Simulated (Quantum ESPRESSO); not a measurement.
Runs of Quantum ESPRESSO 7.5 on MgO. Symmetry: Fm-3m, No. 225, cubic system. Conventional cell: a = 4.194 Å, b = 4.194 Å, c = 4.194 Å, α = 90.00°, β = 90.00°, γ = 90.00°. Mg (site symmetry m-3m) is surrounded by 6 O at 2.10 Å. O (site symmetry m-3m) is surrounded by 6 Mg at 2.10 Å. The cell is a database's computed one.

```tsv
level	potentials or basis	form of the LDA correlation	pressure (GPa)
LDA	PseudoDojo 0.4.1 SR LDA standard	PW92	-4.0
PBEsol	PseudoDojo 0.4.1 SR PBEsol standard	-	2.3
BLYP	PseudoDojo 0.4.1 SR PBE standard	-	(a)
AM05	PseudoDojo 0.4.1 SR PBE standard	-	3.5
WC	PseudoDojo 0.4.1 SR PBE standard	-	(b)
```

Alike in all rows: task dielectric tensor; no spin polarisation; cell as given; k mesh 8 × 8 × 8, shifted; cutoff (eV) 1143; smearing fermi-dirac 0.05 eV.

**Question.** Estimate the missing entries.

**Answer.** (a) 9.6; (b) 3.1.

Caveats: the cell is more than 3 GPa from zero pressure, which shifts response properties (some runs); the potentials were made for another functional, which shifts forces and pressure (some runs).

Runs at the PBE level aren't shown here.
